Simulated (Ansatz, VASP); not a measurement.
## Two plane-wave programs on Al4O

INCAR

```
SYSTEM = Al4O
  ALGO = Normal
  EDIFF = 1E-7
  ENCUT = 520
  GGA = PE
  ISIF = 2
  ISMEAR = 0
  LASPH = .True.
  LCHARG = .False.
  LREAL = .False.
  LWAVE = .False.
  NBANDS = 17
  NELM = 100
  PREC = Accurate
  SIGMA = 0.1
```

KPOINTS

```
k-points
0
Gamma
  6 6 4
  0 0 0
```

Contents of POSCAR:

```
Al4O
1.0
    3.4603776600      0.0000000000      0.0000000000
    0.0000000000      3.4603776600      0.0000000000
    0.0000000000      0.0000000000      4.8937130200
Al O
4 1
Direct
    0.5000000000      0.0000000000      0.2500000000
    0.0000000000      0.5000000000      0.7500000000
    0.5000000000      0.0000000000      0.7500000000
    0.0000000000      0.5000000000      0.2500000000
    0.0000000000      0.0000000000      0.0000000000
```

Input for Ansatz:

```yaml
crystal:
  lattice:
    - [3.46037766, 0.0, 0.0]
    - [0.0, 3.46037766, 0.0]
    - [0.0, 0.0, 4.89371302]
  atoms:
    - { symbol: Al, position: [0.5, 0.0, 0.25] }
    - { symbol: Al, position: [0.0, 0.5, 0.75] }
    - { symbol: Al, position: [0.5, 0.0, 0.75] }
    - { symbol: Al, position: [0.0, 0.5, 0.25] }
    - { symbol: O, position: [0.0, 0.0, 0.0] }
basis:
  ecutwfc: 420
kpoints:
  mp_grid: { grid: [6, 6, 4] }
hamiltonian:
  xc: pbe
scf:
  occupations: { method: gaussian, width: 0.1 }
  lower_state_search: "off"
output:
  forces: true
  stress: true
  eigenvalues: true
```

Change from the starting cell: ordered vacancies on the anion sites of antifluorite (P4/mmm, No. 123).

Alike in both runs: task single point; functional PBE; k mesh 6 × 6 × 4; occupations gaussian, width 0.1 eV; no spin polarisation.

```csv
,VASP,Ansatz
version,VASP 6.6.1,Ansatz 0.2.0
potentials or method,"VASP PAW PBE potentials, release 64 (Al, O)","scalar-relativistic, plane waves, PAW"
plane-wave cutoff (eV),520,420
valence electrons in the cell,18,18
```

Ansatz gave:

| Property | Result |
| --- | --- |
| gap on the k mesh at the Fermi level (eV) | none |
| rms of the force components (eV/Å) | 1.115 |

Q: What did VASP give for the same quantities?

A: gap on the k mesh at the Fermi level (eV): none; rms of the force components (eV/Å): 1.110.

Atom by atom the forces differ by 0.005 eV/Å (rms over components). A gap of «none» marks a metal or a gap that the smearing closes.

Caveats: forces of over 1 eV/Å show positions far from the minimum, so gaps and moduli don't describe the material at rest.
